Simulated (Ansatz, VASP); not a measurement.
## One calculation of SiC, two programs

```
Si C
1.0
     3.13733    0.00000    0.00000
    -1.56867    2.71701    0.00000
     0.00000    0.00000    4.93272
Si C
2 2
Cartesian
  0.0000 1.8113 1.2332
  1.5687 0.9057 3.6995
  1.5687 0.9057 1.2332
  0.0000 1.8113 3.6995
```

Alike in both runs: task single point; functional r2SCAN; k mesh 9 × 9 × 4; occupations fermi-dirac, width 0.02 eV; no spin polarisation.

|  | VASP | Ansatz |
| --- | --- | --- |
| version | VASP 6.6.1 | Ansatz 0.2.0 |
| potentials or method | VASP PAW PBE potentials, release 64 (Si, C) | plane waves, PAW |
| plane-wave cutoff (eV) | 520 | 500 |
| valence electrons in the cell | 16 | 16 |

VASP gave:

* pressure (GPa): -0.2
* largest component of the traceless stress (GPa): 0.30

Question: Which values does Ansatz return?

Answer: Pressure (GPa): 0.0; largest component of the traceless stress (GPa): 0.04.

The functional is the same, so the differences come from potentials, cutoffs and numerics.

Caveats: the PAW data sets were made with another functional, which shifts forces and pressure a little (VASP).
